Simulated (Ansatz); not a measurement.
**PbSe: how the settings move a single-point run**

Aim: see which settings change the result for PbSe, by how much, and at what cost.

Program: Ansatz 0.2.0. Level of theory: reference: DFT, PBE, all-electron LAPW, scalar-relativistic. These are calculated values, not measurements.

### 1 The starting structure

The structure is cubic, space group Fm-3m (No. 225). The conventional cell has a = 6.124 Å, b = 6.124 Å, c = 6.124 Å, α = 90.00°, β = 90.00°, γ = 90.00°. Pb (site symmetry m-3m) has 6 Se at 3.06 Å in its first shell of neighbours. Se (site symmetry m-3m) has 6 Pb at 3.06 Å in its first shell of neighbours.

Structure file:

```
CELL_PARAMETERS angstrom
0.00000 3.06215 3.06215
3.06215 0.00000 3.06215
3.06215 3.06215 0.00000
ATOMIC_POSITIONS crystal
Pb 0.00000 0.00000 0.00000
Se 0.50000 0.50000 0.50000
```

### 2 Baseline

File input.yaml:

```yaml
crystal:
  lattice:
    - [0.0, 3.06215, 3.06215]
    - [3.06215, 0.0, 3.06215]
    - [3.06215, 3.06215, 0.0]
  atoms:
    - { symbol: Pb, position: [0.0, 0.0, 0.0] }
    - { symbol: Se, position: [0.5, 0.5, 0.5] }
kpoints:
  mp_grid: { grid: [9, 9, 9] }
scf:
  occupations: { method: gaussian, width: 0.05 }
hamiltonian:
  xc: pbe
  pseudopotentials: { kind: all_electron, lapw: { basis_error: 0.00025 } }
output:
  forces: true
  stress: true
  eigenvalues: true
```

The run is started by

```
$ ansatz run input.yaml --threads 1 --pin off --max-ram 2048MiB --backend cpu --events-out ev --progress --plain --runs-dir out
```

### 3 Changing settings: symmetry.detect false

input.yaml, as its differences from that of step 2:

```diff
@@ -8,2 +8,3 @@
     - { symbol: Se, position: [0.5, 0.5, 0.5] }
+  symmetry: { detect: false }
 kpoints:
```

What does the calculation give? Wanted: for each run, ending; energy change; pressure; gap; force.

As calculated:

```
                     run     ending  energy change  pressure (GPa)  gap (eV)  force (eV/Å)  cycles   time
               reference  converged              0             2.3      0.69          0.00       7  6.8 s
1: symmetry.detect false  converged   0.0 meV/atom             2.3      0.69          0.00       7   98 s
```

Residual by cycle in the longest SCF loop of each run; runs are numbered as in the table. The quantity is the density residual dr2, in eV.

```
cycle  reference   run 1
    1      0.848   0.848
    2     0.0176  0.0176
    3     0.0113  0.0113
    4     6.8e-4  6.8e-4
    5     8.9e-6  8.9e-6
    6     3.8e-7  3.8e-7
    7     3.9e-8  4.0e-8
```

What this shows: Energy and cycle count are those of the reference, so the change (use of symmetry) left the result and the number of cycles as they were. Cost: 98 s against 6.8 s. The gap of the reference lacks spin-orbit coupling, though the cell holds Pb.

These are semilocal Kohn-Sham gaps, which aren't the measured quantity. Such gaps usually fall short of the measured ones; spin-orbit coupling, left out here, narrows gaps with Pb, so the two errors partly cancel.
